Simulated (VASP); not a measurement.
Runs of VASP 6.6.1 on HfSiO4. Symmetry: I4_1/amd, No. 141, tetragonal system. Conventional cell: a = 6.559 Å, b = 6.559 Å, c = 5.959 Å, α = 90.00°, β = 90.00°, γ = 90.00°. Hf (site symmetry -4m2) is surrounded by 8 O at 2.10 to 2.25 Å. Si (site symmetry -4m2) has 4 O at 1.63 Å as nearest neighbours. Around O (site symmetry m) lie 1 Si at 1.63 Å. The cell is a database's computed one.

```csv
level,potentials or basis,k mesh,cutoff (eV),smearing,gap on the mesh (eV),pressure (GPa),largest force (eV/Å)
PBEsol,"VASP PAW PBE potentials, release 64 (Hf_pv, Si, O)",6 × 6 × 6,700,gaussian 0.02 eV,5.40,0.0,-
PBEsol,"VASP PAW PBE potentials, release 64 (Hf_pv, Si, O)",6 × 6 × 6,520,gaussian 0.5 eV,5.40,0.3,0.01
r2SCAN,"VASP PAW PBE potentials, release 64 (Hf_pv, Si, O)",6 × 6 × 6,520,gaussian 0.02 eV,(a),-0.3,0.42
PBEsol,"VASP PAW PBE potentials, release 64 (Hf_pv, Si, O)",8 × 8 × 8,520,gaussian 0.02 eV,5.40,0.3,0.01
PBEsol,"VASP PAW PBE potentials, release 64 (Hf_pv, Si, O_h)",6 × 6 × 6,900,gaussian 0.02 eV,5.40,(b),0.04
```

Alike in all rows: task single point; no spin polarisation; cell as given.

Estimate the missing entries.

(a) 6.08; (b) -0.5.

Caveats: the PAW data sets were made with another functional, which shifts forces and pressure a little; spin-orbit coupling is left out, which moves the levels of the heavy elements; the cutoff is under 1.25 times the usual one of these potentials, so pressure, stress and relaxed cells hold a basis-set (Pulay) error (some runs).

A k mesh can miss the band edges, and the runs leave out spin-orbit coupling on Hf.
